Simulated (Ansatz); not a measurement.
# Li2S: a single-point run

The task is a single-point run on Li2S. The structure is shown as the input types it.

The COD entry's cell or inner coordinates are ideal or old and differ from later refinements, so a difference from it is no clean test against experiment.

Program: Ansatz 0.2.0. Level of theory: density functional or hybrid calculation with the settings of its input, plane waves (as first typed). These are calculated values, not measurements.

2 further runs of the same task are left out: 2 that didn't finish.

### Step 1. The starting structure

Symmetry: Fm-3m, No. 225, cubic system. The conventional cell has a = 5.691 Å, b = 5.691 Å, c = 5.691 Å, α = 90.00°, β = 90.00°, γ = 90.00°. Around Li (site symmetry -43m) lie 4 S at 2.46 Å. S (site symmetry m-3m) has 8 Li at 2.46 Å as nearest neighbours.

As a file:

```cif
data_structure
_symmetry_space_group_name_H-M 'P 1'
_symmetry_Int_Tables_number 1
_cell_length_a 4.0239
_cell_length_b 4.0239
_cell_length_c 4.0239
_cell_angle_alpha 60.000
_cell_angle_beta 60.000
_cell_angle_gamma 60.000
_cell_volume 46.07
loop_
_atom_site_label
_atom_site_type_symbol
_atom_site_fract_x
_atom_site_fract_y
_atom_site_fract_z
_atom_site_occupancy
Li1 Li 0.25000 0.25000 0.25000 1
Li2 Li 0.75000 0.75000 0.75000 1
S1 S 0.00000 0.00000 0.00000 1
```

### Step 2. The calculation

input.yaml reads:

```yaml
crystal:
  lattice:
    - [0.0, 2.8452943747, 2.8452943747]
    - [2.8452943747, 0.0, 2.8452943747]
    - [2.8452943747, 2.8452943747, 0.0]
  atoms:
    - { symbol: Li, position: [0.25, 0.25, 0.25] }
    - { symbol: Li, position: [0.75, 0.75, 0.75] }
    - { symbol: S, position: [0.0, 0.0, 0.0] }
kpoints:
  mp_grid: { grid: [6, 6, 6] }
hamiltonian:
  xc: pbe
scf:
  occupations: { method: fixed }
  n_extra_bands: 4
  mixing: { beta: 0.005 }
  max_iter: 52
output:
  forces: true
  stress: true
  eigenvalues: true
```

Started as:

```console
> ansatz run input.yaml --threads 4 --pin off --max-ram 3686MiB --backend cpu --events-out ev --progress --plain --runs-dir out
```

**Question.** How will this run end, and is anything wrong with its input?

The program finished normally. That alone doesn't make the input a sound one.

Look at the input: scf.mixing.beta is 0.005. What could go wrong: mixing too weak. Here it converged all the same; such a setting changes the road, not the converged state.

The test: delete scf.mixing.beta (the default then holds).
